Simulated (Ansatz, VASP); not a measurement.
**One calculation of Se, two programs**

```xyz
2
Lattice="0.0000 3.1256 3.1256 3.1256 0.0000 3.1256 3.1256 3.1256 0.0000" Properties=species:S:1:pos:R:3 pbc="T T T"
Se    3.1256    3.1256    3.1256
Se    4.6883    4.6883    4.6883
```

This isn't the form of Se at room conditions, which is trigonal, of chains.

Alike in both runs: task single point; functional PBEsol; k mesh 14 × 14 × 14; occupations gaussian, width 0.15 eV; no spin polarisation.

|  | VASP | Ansatz |
| --- | --- | --- |
| version | VASP 6.6.1 | Ansatz 0.2.0 |
| potentials or method | VASP PAW PBE potentials, release 64 (Se) | scalar-relativistic, plane waves, PAW |
| plane-wave cutoff (eV) | 520 | 420 |
| valence electrons in the cell | 12 | 32 |

|  | VASP | Ansatz | Ansatz less VASP |
| --- | --- | --- | --- |
| gap on the k mesh at the Fermi level (eV) | none | none | - |
| pressure (GPa) | -0.5 | -0.6 | -0.06 |

A gap of «none» marks a metal or a gap that the smearing closes. The functional is the same, so the differences come from potentials, cutoffs and numerics. The two sets of potentials don't hold the same shells in valence.

Caveats: the PAW data sets were made with another functional, which shifts forces and pressure a little (VASP).
